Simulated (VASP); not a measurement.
# Ag (P6_3/mmc) in VASP: a series of runs, part 2 of 2

VASP 6.6.1. Earlier steps stand in the parts before.

### 4 Single point, LDA

INCAR

```
PREC     = Accurate       # precision mode
ENCUT    = 520            # plane-wave cutoff, eV
EDIFF    = 1E-6           # SCF threshold, eV
ISMEAR   = 0              # smearing method
SIGMA    = 0.1            # smearing width, eV
LREAL    = F              # projectors in reciprocal space
LASPH    = T              # aspherical terms in the spheres
NELM     = 100            # most SCF steps
ALGO     = Fast           # electronic algorithm
ISIF     = 2              # what is computed and relaxed
LWAVE    = F              # write WAVECAR
LCHARG   = F              # write CHGCAR
NBANDS   = 18             # bands
```

KPOINTS

```
regular mesh
0
Gamma
  9 9 4
```

POSCAR

```
Ag
1.0
    2.8180828051      0.0000000000      0.0000000000
   -1.4090414025      2.4405312992      0.0000000000
    0.0000000000      0.0000000000      4.6672283609
Ag
2
Direct
    0.3333333333      0.6666666667      0.2500000000
    0.6666666667      0.3333333333      0.7500000000
```

Potentials or basis: VASP PAW LDA potentials, release 64 (Ag).

On the command line:

```
$ cat potpaw_LDA.64/Ag/POTCAR > POTCAR
$ mpirun -np 1 vasp_std > vasp.out
```

OUTCAR:

```text
PREC = Accurate
   ENCUT = 520
   EDIFF = 1E-6
   ISMEAR = 0
   LREAL = F
   LASPH = T
   NELM = 100
   ISIF = 2

 ion  position               nearest neighbor table
   1  0.333  0.667  0.250-   2 2.84   2 2.84   2 2.84   2 2.84   2 2.84   2 2.84
   2  0.667  0.333  0.750-   1 2.84   1 2.84   1 2.84   1 2.84   1 2.84   1 2.84

  LATTYP: Found a hexagonal cell.
 ALAT       =     2.8180828051
 C/A-ratio  =     1.6561714767

  Lattice vectors:

 A1 = (   2.8180828051,   0.0000000000,   0.0000000000)
 A2 = (  -1.4090414025,   2.4405312992,   0.0000000000)
[... 194 lines left out ...]
      5       4.1196      2.00000
      6       4.3764      2.00000
[... 481 lines left out ...]
      5       4.1168      2.00000
      6       4.1168      2.00000
[... 10 lines left out ...]
     17      23.3975      0.00000
     18      23.3975      0.00000

 [... further k-points ...]
[... 5 lines left out ...]
  --------------------------------------------------------------------------------------
  -------------------------------------------------------------------------------------
  Total        0.0214070      0.0214070      0.0424245      0.0000000      0.0000000      0.0000000
  in kB        1.0684866      1.0684866      2.1175320      0.0000000      0.0000000      0.0000000
  external PRESSURE =       1.4181684 kB  Pullay stress =       0.0000000 kB

 VOLUME and BASIS-vectors are now :
 -----------------------------------------------------------------------------
  energy-cutoff  :      520.00
  volume of cell :       32.10
      direct lattice vectors                 reciprocal lattice vectors
     2.818082805  0.000000000  0.000000000     0.354851177  0.204873422  0.000000000
    -1.409041402  2.440531299  0.000000000     0.000000000  0.409746845  0.000000000
     0.000000000  0.000000000  4.667228361     0.000000000  0.000000000  0.214259925

 POSITION                                       TOTAL-FORCE (eV/Angst)
 -----------------------------------------------------------------------------------
     -0.00000      1.62702      1.16681        -0.000000      0.000000      0.000000
      1.40904      0.81351      3.50042         0.000000     -0.000000      0.000000
 -----------------------------------------------------------------------------------
    total drift:                               -0.000000      0.000000     -0.000000

  FREE ENERGIE OF THE ION-ELECTRON SYSTEM (eV)
  ---------------------------------------------------
  free  energy   TOTEN  =        -7.5669523195 eV

  energy  without entropy=       -7.5622887276  energy(sigma->0) =       -7.56462052
```

stdout:

```text
POSCAR found type information on POSCAR Ag
 POSCAR found :  1 types and       2 ions
 scaLAPACK will be used
 LDA part: xc-table for (Slater(with rela. corr.)+CA(PZ))
 , standard interpolation
 POSCAR, INCAR and KPOINTS ok, starting setup
 FFT: planning ... GRIDC
 FFT: planning ... GRID_SOFT
 FFT: planning ... GRID
 WAVECAR not read
 entering main loop
```

Wall time 32 s (1 thread of Intel Xeon Platinum 8175M at 2.50GHz (Skylake/Cascade Lake), shared host); peak memory 0.14 GiB.

Results:

```
Free energy            : -7.5670 eV
Pressure               : 0.1 GPa
Band gap on the k mesh : none (metal or under the smearing width)
```

Stress tensor (GPa, compression positive):
```
0.11 0.00 0.00
0.00 0.11 0.00
0.00 0.00 0.21
```

### 5 Relaxation of cell and atoms, LDA

This run uses another cell than the first one, of 17.81 Å³/atom, 1.110 times its volume.

INCAR

```
SYSTEM = Ag
PREC     = Accurate       ! precision mode
ENCUT    = 600            ! plane-wave cutoff, eV
EDIFF    = 1E-7           ! SCF threshold, eV
ISMEAR   = 0              ! smearing method
SIGMA    = 0.1            ! smearing width, eV
LREAL    = .False.        ! projectors in reciprocal space
LASPH    = .True.         ! aspherical terms in the spheres
NELM     = 80             ! most SCF steps
ALGO     = Normal         ! electronic algorithm
ISIF     = 3              ! what is computed and relaxed
LWAVE    = .False.        ! write WAVECAR
LCHARG   = .False.        ! write CHGCAR
IBRION   = 2              ! ionic algorithm
NSW      = 100            ! ionic steps
EDIFFG   = -0.05          ! ionic threshold
```

KPOINTS

```
regular mesh
0
Gamma
  9 9 4
  0 0 0
```

POSCAR

```
Ag
1.0
    2.9300000000      0.0000000000      0.0000000000
   -1.4650000000      2.5374544331      0.0000000000
    0.0000000000      0.0000000000      4.7900000000
Ag
2
Direct
    0.3333333333      0.6666666667      0.2500000000
    0.6666666667      0.3333333333      0.7500000000
```

On the command line:

```
$ cat potpaw_LDA.64/Ag/POTCAR > POTCAR
$ mpirun -np 1 vasp_std > vasp.out
```

Run time: 64 s. Hardware: 1 thread of Intel Xeon Platinum 8175M at 2.50GHz (Skylake/Cascade Lake), shared host; peak memory 0.16 GiB.

The run converged. Its results:

```
Free energy                            : -7.5678 eV
Relaxed volume                         : 16.05 Å³/atom
Relaxed cell                           : a = 2.819 Å, b = 2.819 Å, c = 4.664 Å, α = 90.00°, β = 90.00°, γ = 120.00°
Space group after relaxing (to 0.05 Å) : P6_3/mmc (No. 194)
Energy gained by relaxing              : 65.3 meV/atom
Ionic steps                            : 5
Pressure after relaxing                : 0.2 GPa
Band gap on the k mesh                 : none (metal or under the smearing width)
```

Stress tensor (GPa, compression positive):
```
0.09 0.00 0.00
0.00 0.09 0.00
0.00 0.00 0.36
```

Step by step:
```
step  energy change (eV)  largest force (eV/Å)  pressure (GPa)  volume (Å³)
   1              0.0000                0.0000          -10.59        35.61
   2             -0.0500                0.0000           12.35        29.88
   3             -0.1300                0.0000           -0.08        32.16
   4             -0.1300                0.0000            0.18        32.10
   5             -0.1306                0.0000            0.18        32.10
```

Final structure:
```
Ag
1.0
     2.81913    0.00000    0.00000
    -1.40957    2.44144    0.00000
     0.00000    0.00000    4.66425
Ag
2
Cartesian
  0.0000 1.6276 1.1661
  1.4096 0.8138 3.4982
```

Levels at points of the mesh, in eV from the Fermi level:
| k point | band 7 | band 8 | band 9 | band 10 | band 11 | band 12 | band 13 | band 14 | band 15 |
| --- | --- | --- | --- | --- | --- | --- | --- | --- | --- |
| (0.00, 0.00, 0.00) | -4.60 | -4.13 | -4.13 | -3.04 | -3.04 | -0.65 | 3.78 | 15.98 | 17.60 |
| (0.00, 0.00, 0.50) | -4.76 | -4.76 | -3.39 | -3.39 | -3.39 | -3.39 | 11.36 | 11.36 | 16.34 |

Caveat: the relaxation stopped at a loose force limit of 0.05 eV/Å, so its end isn't a converged minimum.

### 6 Summary

| task | cell | k mesh | cutoff (eV) | gap on the mesh (eV) | pressure (GPa) | relaxed volume (Å³/atom) |
| --- | --- | --- | --- | --- | --- | --- |
| single point | P6_3/mmc, 16.05 Å³/atom | 18 × 18 × 10 | 520 | none | 0.1 | - |
| relaxation of cell and atoms | relaxed | 18 × 18 × 10 | 600 | none | 0.0 | 16.06 |
| single point | P6_3/mmc, 16.05 Å³/atom | 9 × 9 × 4 | 520 | none | 0.1 | - |
| relaxation of cell and atoms | relaxed | 9 × 9 × 4 | 600 | none | 0.2 | 16.05 |

Alike in all rows: level LDA; potentials or basis VASP PAW LDA potentials, release 64 (Ag); no spin polarisation; smearing gaussian 0.1 eV.

Caveats: the relaxation stopped at a loose force limit of 0.05 eV/Å, so its end isn't a converged minimum (some runs).

Total energies depend on the potentials used, so only differences within one code and one set of settings carry meaning.
